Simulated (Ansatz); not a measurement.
# Li2Se (Fm-3m): zero-pressure volume and bulk modulus with r²SCAN + D3(BJ)-ATM

One table from this session's results is given with a row withheld; the runs are named, their logs left out.

Program: Ansatz 0.2.0. Level of theory: DFT r²SCAN + D3(BJ)-ATM, scalar-relativistic, plane waves, PAW. These are calculated values, not measurements.

1 further run of the same task is left out (it didn't finish). Runs told in other sessions of the task aren't counted.

## Starting point

The structure is cubic, space group Fm-3m (No. 225). Conventional cell: a = 6.005 Å, b = 6.005 Å, c = 6.005 Å, α = 90.00°, β = 90.00°, γ = 90.00°. Li (site symmetry -43m) has 4 Se at 2.60 Å in its first shell of neighbours. Around Se (site symmetry m-3m) lie 8 Li at 2.60 Å.

Coordinates:

```xyz
3
Lattice="0.0000 3.0025 3.0025 3.0025 0.0000 3.0025 3.0025 3.0025 0.0000" Properties=species:S:1:pos:R:3 pbc="T T T"
Li    1.5012    1.5012    1.5012
Li    4.5037    4.5037    4.5037
Se    0.0000    0.0000    0.0000
```

This cell comes from an earlier session at PBE: 18.045 Å³/atom at 0.02 GPa, on a 8×8×8 mesh, gap on the mesh 2.98 eV.

Set-up of the first run:

input.yaml

```yaml
crystal:
  lattice:
    - [0.0, 3.0024997683, 3.0024997683]
    - [3.0024997683, 0.0, 3.0024997683]
    - [3.0024997683, 3.0024997683, 0.0]
  atoms:
    - { symbol: Li, position: [0.25, 0.25, 0.25] }
    - { symbol: Li, position: [0.75, 0.75, 0.75] }
    - { symbol: Se, position: [0.0, 0.0, 0.0] }
basis:
  ecutwfc: 500
  ecutrho_ratio: 4
kpoints:
  mp_grid: { grid: [8, 8, 8] }
hamiltonian:
  xc: r2scan
  dispersion: d3bjatm
scf:
  occupations: { method: gaussian, width: 0.05 }
output:
  forces: true
  stress: true
  eigenvalues: true
```

On the command line:

```bash
> ansatz run input.yaml --threads 4 --pin off --max-ram 8192MiB --backend cpu --events-out ev --progress --plain --runs-dir out
```

Steps of the session up to this table: At the given cell; Stepping to 17.902 Å³/atom; Stepping to 17.443 Å³/atom; Volume × 0.98 of the new zero; Volume × 1.02 of the new zero; Volume × 0.96 of the new zero; Volume × 1.04 of the new zero.

One table of the session follows, with a row left open; its other results are not shown here.

It belongs to the step «Energy and pressure against volume». 

| volume (Å³/atom) | energy (meV/atom) | pressure (GPa) |
| --- | --- | --- |
| 16.745 | 3.43 | 1.64 |
| 17.094 | 0.82 | 0.77 |
| 17.443 | 0.00 | -0.01 |
| 17.792 | ? | ? |
| 18.141 | 3.08 | -1.36 |

**Question.** Estimate the row for volume (Å³/atom) = 17.792.

Worked estimate for «energy (meV/atom)». A straight line through the neighbours (17.443, 0.00) and (18.141, 3.08) gives 0.00 + (3.08 − 0.00) × (17.792 − 17.443) / (18.141 − 17.443) = 1.54; a parabola fitted to 3 rows on both sides gives 0.75.

The run gave: energy (meV/atom): 0.80; pressure (GPa): -0.72. In «energy (meV/atom)» the line misses by +0.74 and the parabola by -0.05.
